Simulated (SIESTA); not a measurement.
PbS:

```
Pb S
1.0
     2.07995   -5.99130    0.00000
     2.07995    5.99130    0.00000
     0.00000    0.00000    4.27932
Pb S
2 2
Direct
  0.13056 0.86944 0.25000
  0.86944 0.13056 0.75000
  0.35480 0.64520 0.25000
  0.64520 0.35480 0.75000
```

Measurements of this composition are mostly on another form, of space group No. 225.

| Quantity | Value |
| --- | --- |
| Program | SIESTA 5.4.2 |
| Task | relaxation of cell and atoms |
| Functional | LDA |
| Potentials or basis | PseudoDojo 0.4 standard (LDA files) |
| Basis | DZP (energy shift 0.002 Ry) |
| Grid cutoff | 500 Ry |
| Energy shift | 0.002 Ry |
| k mesh | 7 × 7 × 6 |
| Occupations | fermi-dirac, width 0.05 eV |
| Spin | no spin polarisation |

At the start: pressure -2.4 GPa; volume 26.66 Å³/atom.

Question: How do energy, volume and symmetry change on relaxing?

Answer: Over 22 steps the energy falls by 26.1 meV/atom and the volume is 24.46 Å³/atom (-8.3 %); space group Cmcm (No. 63, to 0.05 Å).

The path:
```
step  energy change (eV)  largest force (eV/Å)  pressure (GPa)  volume (Å³)
   1              0.0000                0.1673           -2.43       106.65
   2             -0.0097                0.1317           -2.40       106.23
   3             -0.0411                0.0365           -2.04       104.39
   4             -0.0753                0.0159           -0.56       100.55
   5              0.1143                0.3489           -3.30       110.90
   6              0.2413                0.5612           -3.68       113.79
   7              0.1434                0.5041           -3.15       110.87
   8              0.3221                0.0695           -5.51       118.65
   9              0.0066                0.1638           -3.76       106.73
  10              0.0247                0.0158           -3.55       108.07
  11             -0.0843                0.0967           -1.44       101.07
  12             -0.0617                0.3279            1.95        96.96
  13             -0.0363                0.1612           -1.36       104.07
  14             -0.0507                0.1256           -1.88       103.78
  15              0.0518                0.0606           -3.89       109.37
  16             -0.0969                0.0992            0.19        96.80
  17             -0.0872                0.0613           -0.92       100.74
  18             -0.0967                0.0626            0.64        96.18
  19             -0.0961                0.0526           -0.50        99.56
  20             -0.1024                0.0258            0.30        96.98
  21             -0.1042                0.0075           -0.08        98.03
  22             -0.1043                0.0017           -0.02        97.84
```

Final structure:
```cif
data_structure
_symmetry_space_group_name_H-M 'P 1'
_symmetry_Int_Tables_number 1
_cell_length_a 6.0177
_cell_length_b 6.0177
_cell_length_c 4.2645
_cell_angle_alpha 90.000
_cell_angle_beta 90.000
_cell_angle_gamma 140.688
_cell_volume 97.84
loop_
_atom_site_label
_atom_site_type_symbol
_atom_site_fract_x
_atom_site_fract_y
_atom_site_fract_z
_atom_site_occupancy
Pb1 Pb 0.12484 0.87516 0.25000 1
Pb2 Pb 0.87516 0.12484 0.75000 1
S1 S 0.36465 0.63535 0.25000 1
S2 S 0.63535 0.36465 0.75000 1
```

Caveat: semicore shells carry a single zeta, which can move pressures by several GPa and volumes by a few percent; the basis of atomic orbitals isn't converged, which shifts pressures, moduli and gaps.
